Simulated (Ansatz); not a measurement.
**Mercury, alpha-Hg (rhombohedral): convergence with Fermi-Dirac smearing**

Computed with Ansatz, PBE, scalar-relativistic PAW, on the relaxed cell (a = 4.157 Å, c = 5.924 Å (c/a = 1.425); spin not included). Errors count from a run at 420 eV on a Γ-centred 17×17×17 mesh with Fermi-Dirac smearing of 0.1 eV, extrapolated to zero width. Fixed here: cutoff 420 eV, mesh 10×10×10. The SCF starts from atomic densities corrected by a trained network.

| width (eV) | E(σ→0) error (meV/atom) | F error (meV/atom) | P (GPa) | SCF iterations |
| --- | --- | --- | --- | --- |
| 0.01 | -7.9 | -8.0 | -0.05 | 6 |
| 0.03 | -8.1 | -8.5 | -0.09 | 6 |
| 0.2 | -5.8 | -24.1 | -0.07 | 6 |
| 0.3 | -3.5 | -48.2 | -0.09 | 6 |
| 0.6 | 7.5 | -191.0 | -0.16 | 6 |
| 1.0 | 73.4 | -573.4 | 0.38 | 6 |

Problem. What does the run at 0.1 give (width)?

Solution. E(σ→0) error (meV/atom): -7.9; F error (meV/atom): -11.5; P (GPa): -0.08; SCF iterations: 6.
